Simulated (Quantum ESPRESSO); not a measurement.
Co:

```
Co
1.0
     2.47200    0.00000    0.00000
    -1.23600    2.14081    0.00000
     0.00000    0.00000    4.02114
Co
2
Cartesian
  1.2360 0.7136 3.0159
  0.0000 1.4272 1.0053
```

| Property | Result |
| --- | --- |
| Program | Quantum ESPRESSO 7.5 |
| Task | single point |
| Functional | PBEsol |
| Potentials or basis | GBRV 1.5 PBEsol |
| Cutoff | 762 eV |
| Density cutoff | 6095 eV |
| k mesh | 12 × 12 × 7 |
| Occupations | fermi-dirac, width 0.05 eV |
| Spin | collinear spin, ferromagnetic start |
| Starting moments | [2.0, 2.0] μB |

On this cell: pressure -5.4 GPa; largest force under 0.003 eV/Å; net moment 3.29 μB per cell; site moments Co +1.72 μB; band gap on the k mesh none (metal or under the smearing width).

The same run follows on a disturbed copy (atoms moved at random, drawn with an rms of 0.05 Å):

```
Co
1.0
     2.47200    0.00000    0.00000
    -1.23600    2.14081    0.00000
     0.00000    0.00000    4.02114
Co
2
Direct
  0.66485 0.31270 0.74273
  0.34334 0.65289 0.24011
```

Question: What does the disturbed cell give?

Answer: The energy (extrapolated to zero smearing) moves by +0.5 meV/atom; pressure -5.3 GPa; largest force 0.087 eV/Å; net moment 3.29 μB per cell; site moments Co +1.72 μB; band gap on the k mesh none (metal or under the smearing width).

Forces on the atoms (eV/Å):
```
Co   0.050  0.035 -0.062
Co  -0.050 -0.035  0.062
```

Stress tensor (GPa, compression positive):
```
-4.68 -0.41 -0.03
-0.41 -4.11 -0.02
-0.03 -0.02 -7.12
```
